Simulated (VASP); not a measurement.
**CdSe in VASP 6.6.1, single-point calculation**

INCAR

```
LCHARG = .FALSE.
PREC = Accurate
ISIF = 2
NELM = 92
ISMEAR = -1
IBRION = -1
LWAVE = .FALSE.
EDIFF = 1E-7
GGA = PE
LREAL = .FALSE.
ISYM = 1
LASPH = .TRUE.
NSW = 0
SIGMA = 0.5
NBANDS = 16
ENCUT = 520
```

KPOINTS

```
KPOINTS created by Atomic Simulation Environment
0
Gamma
8 8 8
0 0 0
```

POSCAR

```
Cd Se
 1.0000000000000000
     0.0000000000000000    3.1291365846999999    3.1291365846999999
     3.1291365846999999    0.0000000000000000    3.1291365846999999
     3.1291365846999999    3.1291365846999999    0.0000000000000000
 Cd  Se
   1   1
Cartesian
  0.0000000000000000  0.0000000000000000  0.0000000000000000
  1.5645682923499997  1.5645682923499997  1.5645682923499997
```

The recommended PBE PAW datasets give the neutral cell 18 valence electrons.

Command

```
mpirun -np 1 vasp_std
```

OSZICAR

```
N       E                     dE             d eps       ncg     rms          rms(c)
DAV:   1     0.105254945494E+03    0.10525E+03   -0.86909E+03   936   0.999E+02
DAV:   2    -0.185768568531E+01   -0.10711E+03   -0.10159E+03  1112   0.245E+02
DAV:   3    -0.591693187612E+01   -0.40592E+01   -0.40515E+01  1104   0.495E+01
DAV:   4    -0.593364194082E+01   -0.16710E-01   -0.16709E-01  1176   0.325E+00
DAV:   5    -0.593375075678E+01   -0.10882E-03   -0.10882E-03  1160   0.228E-01    0.519E+00
DAV:   6    -0.557845212949E+01    0.35530E+00   -0.55791E-01  1384   0.828E+00    0.423E+00
DAV:   7    -0.556048364681E+01    0.17968E-01   -0.12062E-01  1056   0.230E+00    0.190E+00
DAV:   8    -0.556105787238E+01   -0.57423E-03   -0.10426E-02  1080   0.120E+00    0.232E-01
DAV:   9    -0.556124344676E+01   -0.18557E-03   -0.12036E-03  1120   0.407E-01    0.495E-02
DAV:  10    -0.556129893561E+01   -0.55489E-04   -0.12388E-04  1168   0.133E-01    0.421E-02
DAV:  11    -0.556134406976E+01   -0.45134E-04   -0.74253E-05  1128   0.536E-02    0.174E-02
DAV:  12    -0.556134393757E+01    0.13219E-06   -0.98583E-07  1096   0.935E-03    0.103E-02
DAV:  13    -0.556134447676E+01   -0.53919E-06   -0.18054E-06  1144   0.690E-03    0.396E-03
DAV:  14    -0.556134455502E+01   -0.78254E-07   -0.55159E-08   984   0.185E-03
   1 F= -.55613446E+01 E0= -.54329917E+01  d E =-.256706E+00
```

From OUTCAR

```
k-points           NKPTS =     29   k-points in BZ     NKDIM =     29   number of bands    NBANDS=     16

   NELECT =      18.0000    total number of electrons

   dimension x,y,z NGX =    36 NGY =   36 NGZ =   36
   dimension x,y,z NGXF=    72 NGYF=   72 NGZF=   72

  energy-cutoff  :      520.00
  volume of cell :       61.28
      direct lattice vectors                 reciprocal lattice vectors
     0.000000000  3.129136585  3.129136585    -0.159788487  0.159788487  0.159788487
     3.129136585  0.000000000  3.129136585     0.159788487 -0.159788487  0.159788487
     3.129136585  3.129136585  0.000000000     0.159788487  0.159788487 -0.159788487

 k-points in reciprocal lattice and weights: KPOINTS created by Atomic Simulation Env
   0.00000000  0.00000000  0.00000000       0.002
   0.12500000  0.00000000  0.00000000       0.016
   0.25000000  0.00000000  0.00000000       0.016
   0.37500000  0.00000000  0.00000000       0.016
   0.50000000  0.00000000  0.00000000       0.008
   0.12500000  0.12500000  0.00000000       0.012
   0.25000000  0.12500000  0.00000000       0.047
   0.37500000  0.12500000  0.00000000       0.047
   ...

 E-fermi :   1.4233

 k-point     1 :       0.0000    0.0000    0.0000
  band No.  band energies     occupation
      1     -11.8840      2.00000
      2      -7.3788      2.00000
      3      -7.3788      2.00000
      4      -7.3788      2.00000
      5      -7.0864      2.00000
      6      -7.0864      2.00000
      7       0.2728      1.81792
      8       0.2728      1.81792
      9       0.2728      1.81792
     10       0.7197      1.60661
     11       6.2133      0.00014
     12       6.2133      0.00014
     13       6.2133      0.00014
     14       9.7248      0.00000
     15      11.1901      0.00000
     16      11.1901      0.00000

 k-point     2 :       0.1250    0.0000    0.0000
  band No.  band energies     occupation
      1     -11.8405      2.00000
      2      -7.3653      2.00000
      3      -7.3653      2.00000
      4      -7.3358      2.00000
      5      -7.0870      2.00000
      6      -7.0870      2.00000
      7      -0.8736      1.97997
      8       0.1678      1.84982
      9       0.1678      1.84982
     10       1.7090      0.72185
     11       5.9768      0.00022
     12       6.3938      0.00010
     13       6.3938      0.00010
     14      10.4540      0.00000
     15      10.4899      0.00000
     16      10.4899      0.00000

 k-point     3 :       0.2500    0.0000    0.0000
  band No.  band energies     occupation
      1     -11.7345      2.00000
      2      -7.3358      2.00000
      3      -7.3358      2.00000
      4      -7.1972      2.00000
      5      -7.0845      2.00000
      6      -7.0845      2.00000
      7      -2.1729      1.99850
      8      -0.0658      1.90316
      9      -0.0658      1.90316
     10       2.4173      0.24095
     11       6.1096      0.00017
     12       6.6845      0.00005
     13       6.6845      0.00005
     14      10.2499      0.00000
     15      10.2499      0.00000
     16      10.2703      0.00000

 ...

  Total       -0.1738793     -0.1738793     -0.1738793      0.0000000      0.0000000      0.0000000
  in kB       -4.5462680     -4.5462680     -4.5462680      0.0000000      0.0000000      0.0000000
  external PRESSURE =      -4.5462680 kB  Pullay stress =       0.0000000 kB

 POSITION                                       TOTAL-FORCE (eV/Angst)
 -----------------------------------------------------------------------------------
      0.00000      0.00000      0.00000         0.000000      0.000000      0.000000
      1.56457      1.56457      1.56457        -0.000000     -0.000000     -0.000000
 -----------------------------------------------------------------------------------
    total drift:                               -0.000000     -0.000000     -0.000000

  FREE ENERGIE OF THE ION-ELECTRON SYSTEM (eV)
  ---------------------------------------------------
  free  energy   TOTEN  =        -5.5613445550 eV

  energy  without entropy=       -5.3046388862  energy(sigma->0) =       -5.43299172
```

It converged. Results: gap between bands v and c on the k mesh 0.45 eV; least direct gap on the k mesh 0.45 eV; pressure -0.5 GPa. Band v is the last that the valence electrons fill when counted band by band, and c is the next.

These settings aren't sound, so the numbers aren't properties of the crystal.

On sound settings PBE gives a gap of 0.43 eV on its mesh and a pressure of -1.0 GPa for the intended cell.

The run took about 29 s on one core of a shared host (Intel Xeon Platinum 8488C) and held 0.21 GiB at most.
